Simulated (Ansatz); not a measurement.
# CuO: the cost of one run

Program: Ansatz 0.2.0. Level of theory: DFT PBEsol+U (U_eff = 4 eV on Cu d), plane waves, PAW. These are calculated values, not measurements.

### Step 1. The structure to begin with

The structure is cubic, space group F-43m (No. 216). The conventional cell has a = 4.655 Å, b = 4.655 Å, c = 4.655 Å, α = 90.00°, β = 90.00°, γ = 90.00°. Cu (site symmetry -43m) is surrounded by 4 O at 2.02 Å. O (site symmetry -43m) has 4 Cu at 2.02 Å as nearest neighbours.

Coordinates:

```xyz
2
Lattice="0.0000 2.3273 2.3273 2.3273 0.0000 2.3273 2.3273 2.3273 0.0000" Properties=species:S:1:pos:R:3 pbc="T T T"
Cu    0.0000    0.0000    0.0000
O     1.1636    1.1636    1.1636
```

An earlier series on this cell reached its lowest free state from «ferromagnetic start, free, natural orbitals of the symmetric run filled by rank», perhaps among other starts.

### Step 2. Site moments held (series factor 0.8; the input gives the size)

File input.yaml:

```yaml
crystal:
  lattice:
    - [0.0, 2.32725273, 2.32725273]
    - [2.32725273, 0.0, 2.32725273]
    - [2.32725273, 2.32725273, 0.0]
  atoms:
    - { symbol: Cu, position: [0.0, 0.0, 0.0], spin: 0.31 }
    - { symbol: O, position: [0.25, 0.25, 0.25] }
basis:
  ecutwfc: 420
  ecutrho_ratio: 4
kpoints:
  mp_grid: { grid: [7, 7, 7] }
hamiltonian:
  xc: pbesol
  hubbard:
    sites:
      - { site: 0, l: d, u_eff: 4.0, starting_ns: [{ spin: up, occupation_matrix: s0up }, { spin: down, occupation_matrix: s0down }] }
    occupation_matrices:
      s0up:
        matrix:
          - [0.97, 0.0, 0.0, 0.0, 0.0]
          - [0.0, 0.97, 0.0, 0.0, 0.0]
          - [0.0, 0.0, 0.97, 0.0, 0.0]
          - [0.0, 0.0, 0.0, 0.97, 0.0]
          - [0.0, 0.0, 0.0, 0.0, 0.97]
      s0down:
        matrix:
          - [0.97, 0.0, 0.0, 0.0, 0.0]
          - [0.0, 0.02, 0.0, 0.0, 0.0]
          - [0.0, 0.0, 0.97, 0.0, 0.0]
          - [0.0, 0.0, 0.0, 0.97, 0.0]
          - [0.0, 0.0, 0.0, 0.0, 0.97]
    ns_hold: { iters: 8 }
scf:
  occupations: { method: gaussian, width: 0.05 }
  lower_state_search: "off"
  max_iter: 150
output:
  forces: true
  stress: true
  eigenvalues: true
  populations: true
  hubbard: { sites: [{ site: 0, l: d }] }
magnetization:
  spin_polarized: true
  spin_locking: { lock_spins: true }
```

The typed matrices put 0.97 on the chosen orbitals and 0.02 on the others, and are held for 8 cycles. The lock stays on to the end, so the result is a constrained state.

On the command line:

```
$ ansatz run input.yaml --threads 2 --pin off --max-ram 3072MiB --backend cpu --events-out ev --progress --plain --runs-dir out
```

What time and memory should one allow on 2 threads of Arm Neoverse V1, shared host?

About 9.1 s, with a peak of 0.32 GiB.
